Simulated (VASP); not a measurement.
Wanted: the native input for a VASP 6.6.1 run.

```
Task                   : relaxation of cell and atoms
Functional             : rev-vdW-DF2
Potentials or basis    : VASP PAW PBE potentials, release 64 (Ga_d, Se)
Cutoff                 : 600 eV
k mesh                 : 12 × 12 × 2
Occupations            : gaussian, width 0.03 eV
Spin                   : no spin polarisation
Further INCAR settings : ALGO = Normal; EDIFF = 1e-07; IBRION = 2; EDIFFG = -0.005; NSW = 90; ISIF = 3
```

The structure of GaSe lies in POSCAR:

```
GaSe                                    
1.0
    3.7884228134      0.0000000000      0.0000000000
   -1.8942114067      3.2808703967     -0.0000000000
    0.0000000000     -0.0000000000     16.1375104821
  Ga              Se            
     4     4
Direct
     0.3333333332999970    0.6666666667000030    0.1740249691754317
     0.6666666667000030    0.3333333332999970    0.6740249691754319
     0.3333333332999970    0.6666666667000030    0.3259750308245682
     0.6666666667000030    0.3333333332999970    0.8259750308245681
     0.3333333332999970    0.6666666667000030    0.6007756196005197
     0.6666666667000030    0.3333333332999970    0.1007756196005196
     0.3333333332999970    0.6666666667000030    0.8992243803994803
     0.6666666667000030    0.3333333332999970    0.3992243803994803
```

One way to write it, as run:

INCAR

```
PREC = Accurate ; ENCUT = 600
EDIFF = 1E-7 ; ISMEAR = 0
SIGMA = 0.03 ; LREAL = False
LASPH = True ; NELM = 80
ALGO = Normal ; ISIF = 3
LWAVE = False ; LCHARG = False
GGA = MK ; LUSE_VDW = True
AGGAC = 0.0 ; PARAM1 = 0.1234
PARAM2 = 0.711357 ; ZAB_VDW = -1.8867
IBRION = 2 ; NSW = 90
EDIFFG = -0.005 ; KPAR = 2
```

KPOINTS

```
Automatic mesh
0
Gamma
  12 12 2
```

Potentials or basis: VASP PAW PBE potentials, release 64 (Ga_d, Se).

Launch:

```sh
$ cat potpaw_PBE.64/Ga_d/POTCAR potpaw_PBE.64/Se/POTCAR > POTCAR
$ mpirun -np 2 vasp_std > vasp.out
```

It gave:

```yaml
Pressure_after_relaxing: 0.0 GPa
Band_gap_on_the_k_mesh: 0.72 eV, direct
```

Caveat: the relaxation stopped at its first step, so nothing moved; the PAW data sets were made with another functional, which shifts forces and pressure a little.

It took 5.9 min on 2 MPI ranks on Intel(R) Xeon(R) Platinum 8488C (Sapphire Rapids), on a shared host, peak memory 1.2 GiB a rank.
